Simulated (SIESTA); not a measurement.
InAs:

```xyz
2
Lattice="0.0000 3.0180 3.0180 3.0180 0.0000 3.0180 3.0180 3.0180 0.0000" Properties=species:S:1:pos:R:3 pbc="T T T"
In    0.0000    0.0000    0.0000
As    4.5270    4.5270    4.5270
```

Program: SIESTA 5.4.2. Alike in all runs: task band structure; cell as given; smearing fermi-dirac 0.05 eV; grid cutoff 500 Ry; energy shift 0.002 Ry.

Question: Order these runs on this cell by their pressure, lowest first.
A. level BLYP; potentials or basis PseudoDojo 0.4 standard (PBE files), DZP (energy shift 0.002 Ry; radii capped at 9.5 bohr); spin off; k mesh 8 × 8 × 8
B. level PBE; potentials or basis PseudoDojo 0.5 standard (PBE files), DZP (energy shift 0.002 Ry; radii capped at 9.5 bohr); spin off; k mesh 8 × 8 × 8
C. level LDA; potentials or basis PseudoDojo 0.4 standard (PBE files, fully relativistic), DZP (energy shift 0.002 Ry; radii capped at 9.5 bohr); spin non-collinear, zero start, SOC; k mesh 6 × 6 × 6

Answer: C (0.3 GPa), B (5.1 GPa), A (8.0 GPa).

Caveats: semicore shells carry a single zeta, which can move pressures by several GPa and volumes by a few percent; the basis of atomic orbitals isn't converged, which shifts pressures, moduli and gaps; the potentials were made for another functional, which shifts forces and pressure (some runs).

Not every run made on this cell is shown here.
